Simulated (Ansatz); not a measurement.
**Varying the input for CuAu**

All trials start from this Ansatz input:

```yaml
crystal:
  lattice:
    - [2.8, 0.0, 0.0]
    - [0.0, 2.8, 0.0]
    - [0.0, 0.0, 3.67]
  atoms:
    - { symbol: Cu, position: [0.5, 0.5, 0.5] }
    - { symbol: Au, position: [0.0, 0.0, 0.0] }
basis:
  ecutwfc: 420
kpoints:
  mp_grid: { grid: [6, 6, 4] }
hamiltonian:
  xc: pbe
scf:
  occupations: { method: gaussian, width: 0.1 }
output:
  forces: true
  stress: true
  eigenvalues: true
```

Command:

```bash
ansatz run input.yaml --threads 1 --pin off --max-ram 1331MiB --backend cpu --events-out ev --progress --plain --runs-dir out
```

The run converges in 6 SCF iterations on 30 irreducible k-points: pressure 7.09 GPa, no gap.

Settings here are deliberately varied, not converged. Each trial's input is given as a difference from the reference's; energies are extrapolated to zero smearing where there is one, and pressure is positive in compression.

Trial 1:

```diff
 crystal:
   atoms:
-    - { symbol: Cu, position: [0.5, 0.5, 0.5] }
+    - { symbol: Cu, position: [0.5, 0.5, 0.5], spin: 1.0 }
 basis:
-  ecutwfc: 420
+  ecutrho_ratio: 8
 kpoints:
-  mp_grid: { grid: [6, 6, 4] }
+  mp_grid: { kspacing: 0.66 }
 hamiltonian:
+  pseudopotentials: { kind: nc }
 scf:
-  occupations: { method: gaussian, width: 0.1 }
+  occupations: { method: fermi_dirac, width: 0.33 }
+  lower_state_search: "off"
+  max_iter: 30
+  convergence: { dr2_threshold: "1e-11 eV" }
 output:
+  populations: true
+magnetization:
+  spin_polarized: true
```

The run converges in 16 SCF iterations on 12 irreducible k-points: at 1252 eV, the cutoff that these potentials take when none is typed, pressure 8.23 GPa, no gap, cell moment 0.00 μB. It warns that the starting moments were lost.

Trial 2:

```diff
 basis:
+  ecutrho_ratio: 8
```

The run converges in 6 SCF iterations on 30 irreducible k-points: energy 0.05 meV per atom above the reference, pressure 7.09 GPa, no gap.

Trial 3:

```diff
 basis:
-  ecutwfc: 420
+  ecutwfc: 310
+  ecutrho_ratio: 3
 kpoints:
-  mp_grid: { grid: [6, 6, 4] }
+  mp_grid: { grid: [2, 2, 1], shift: [0, 0, 0.5] }
 hamiltonian:
+  dispersion: d4
 scf:
+  n_extra_bands: 5
+  mixing: { algorithm: broyden, ndim: 3 }
+  initial_density: { chi_scale: 0, normalization: atom }
+  max_iter: 54
```

The run converges in 13 SCF iterations on 3 irreducible k-points: pressure 21.48 GPa, no gap. It warns that the cutoff lies under the recommended one, 420 eV for these potentials.

Trial 4:

```diff
 basis:
+  precision: f64
 hamiltonian:
-  xc: pbe
+  xc: rpbe
```

The run converges in 7 SCF iterations on 30 irreducible k-points: pressure 11.57 GPa, no gap.

Trial 5 (origin moved):

```diff
 crystal:
   atoms:
-    - { symbol: Cu, position: [0.5, 0.5, 0.5] }
-    - { symbol: Au, position: [0.0, 0.0, 0.0] }
+    - { symbol: Cu, position: [0.707, 1.123, 1.059] }
+    - { symbol: Au, position: [0.207, 0.623, 0.559] }
 basis:
-  ecutwfc: 420
+  ecutwfc: "9 Ha"
 kpoints:
-  mp_grid: { grid: [6, 6, 4] }
+  mp_grid: { grid: [4, 4, 4] }
 scf:
-  occupations: { method: gaussian, width: 0.1 }
+  occupations: { method: cold, width: 0.14 }
+  mixing: { algorithm: msr1, beta: 0.11, preconditioner: kerker, q_tf: 1.3 }
+  initial_density: { chi_scale: 0, normalization: atom }
+  algorithm: density_mixing
+  max_iter: 54
```

The run converges in 9 SCF iterations on 18 irreducible k-points: energy 2.34 eV per atom above the reference, pressure 16.79 GPa (unreliable at so low a cutoff), no gap. It warns that the cutoff lies under the recommended one, 420 eV for these potentials.

Trial 6:

```diff
 basis:
-  ecutwfc: 420
+  ecutwfc: "15 Ha"
+  ecutrho_ratio: 6
 hamiltonian:
-  xc: pbe
+  xc: blyp
```

The run converges in 8 SCF iterations on 30 irreducible k-points: pressure 17.32 GPa, no gap. It warns that the cutoff lies under the recommended one, 420 eV for these potentials.

Trial 7 (volume scaled):

```diff
 crystal:
   lattice:
-    - [2.8, 0.0, 0.0]
-    - [0.0, 2.8, 0.0]
-    - [0.0, 0.0, 3.67]
+    - [2.9588210547, 0.0, 0.0]
+    - [0.0, 2.9588210547, 0.0]
+    - [0.0, 0.0, 3.8781690253]
 hamiltonian:
-  xc: pbe
+  xc: rpbe
 scf:
-  occupations: { method: gaussian, width: 0.1 }
+  occupations: { method: fermi_dirac, width: "100 K" }
```

The run converges in 6 SCF iterations on 30 irreducible k-points: pressure -8.54 GPa, no gap.

Trial 8 (origin moved):

```diff
 crystal:
   atoms:
-    - { symbol: Cu, position: [0.5, 0.5, 0.5] }
-    - { symbol: Au, position: [0.0, 0.0, 0.0] }
+    - { symbol: Cu, position: [0.868, 1.126, 1.275] }
+    - { symbol: Au, position: [0.368, 0.626, 0.775] }
-basis:
-  ecutwfc: 420
+basis: {}
 hamiltonian:
+  pseudopotentials: { kind: nc }
```

The run converges in 11 SCF iterations on 30 irreducible k-points: at 1252 eV, the cutoff that these potentials take when none is typed, pressure 7.18 GPa, no gap.

Trial 9:

```diff
 scf:
-  occupations: { method: gaussian, width: 0.1 }
+  occupations: { method: tetrahedron_uncorrected }
```

The run converges in 8 SCF iterations on 30 irreducible k-points: energy 162 meV per atom above the reference, pressure 7.70 GPa, no gap. It warns that the printed bands weren't solved further after the SCF.

Trial 10:

```diff
 scf:
+  n_extra_bands: 1
+magnetization:
+  spin_polarized: true
```

The run converges in 14 SCF iterations on 30 irreducible k-points: the reference's energy to 0.01 meV per atom, pressure 7.09 GPa, no gap, cell moment 0.00 μB. It warns that no starting moments were given.